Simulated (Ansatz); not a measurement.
Consider P vacancy in zinc-blende AlP, charge state +3. The step: one P atom jumps into the vacancy from a nearby P site (strongly reconstructed ends); the atom moves 3.96 Å along (0.00, -0.51, -0.51) of the unit cell; the moving atom starts with neighbours Al at 2.31, 2 Al at 2.39, Al at 2.42 Å and ends with Al at 2.31, 2 Al at 2.39, Al at 2.42 Å. A PBE band in Ansatz (plane-wave PAW, a 2×2×2 k-point mesh shifted by half a step, 64 host sites, 79 SCF runs with any check of the saddle's order, static, no finite-size correction) gives a forward barrier of 2.13 eV. The program found a first-order saddle point. The charge state is imposed; whether it is stable for some Fermi level was not computed. Forms of the defect that were not tried may lie lower.

Single points at the band's start and saddle point can refine it. Rough cost of one point, in units of the band's mean SCF on the same machine:

```csv
Level,Cost of one point
"PBE, a 3×3×3 k-point mesh shifted by half a step",about 3
"r2SCAN at 500 eV, a 2×2×2 k-point mesh shifted by half a step",about 2
```

### Question
Which of these move the barrier by more than 0.1 eV, and how far does each move it?

### Answer
PBE, a 3×3×3 k-point mesh shifted by half a step: 0.00 eV; r2SCAN at 500 eV, a 2×2×2 k-point mesh shifted by half a step: +0.30 eV. Each functional is compared with PBE at the same k-points.

Ansatz is a quantum-chemistry and plane-wave program.
